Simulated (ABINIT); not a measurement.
Runs of ABINIT 10.8.3 (patched build) on Sn. It takes space group Fd-3m (No. 227, cubic). Conventional cell: a = 6.467 Å, b = 6.467 Å, c = 6.467 Å, α = 90.00°, β = 90.00°, γ = 90.00°. Around Sn (site symmetry -43m) lie 4 Sn at 2.80 Å. This isn't the form of Sn at room conditions, which is tetragonal (white tin).

```tsv
task	level	potentials or basis	k mesh	cutoff (eV)	smearing	stop of the response cycle (tolvrs)	acoustic sum rule (asr)	fine-grid cutoff	bands in the sums	broadening (eV)	gap on the mesh (eV)	pressure (GPa)
phonons	PBEsol	PseudoDojo NC SR PBEsol v0.4.1 standard	8 × 8 × 8	871	fermi-dirac 0.1 eV	1e-10	1	-	-	-	none	(a)
positron lifetime	LDA	JTH PAW LDA v2.0	5 × 5 × 5	272	gaussian 0.2 eV	-	-	544.228 eV	-	-	none	-
single point	PBE	PseudoDojo NC SR PBE v0.5 stringent	5 × 5 × 5	1225	fermi-dirac 0.05 eV	-	-	-	-	-	none	3.3
single point	LDA	PseudoDojo NC SR LDA v0.4.1 standard	5 × 5 × 5	871	fermi-dirac 0.05 eV	-	-	-	-	-	none	-
```

Alike in all rows: no spin polarisation; cell as given.

Estimate the missing entries.

(a) 0.6.

Caveats: the PAW basis is incomplete for the positron (some runs).

A k mesh can miss the band edges, and the runs leave out spin-orbit coupling on Sn.

A gap of «none» marks a metal or a gap under the smearing width.

Not every run made on this cell is shown here.
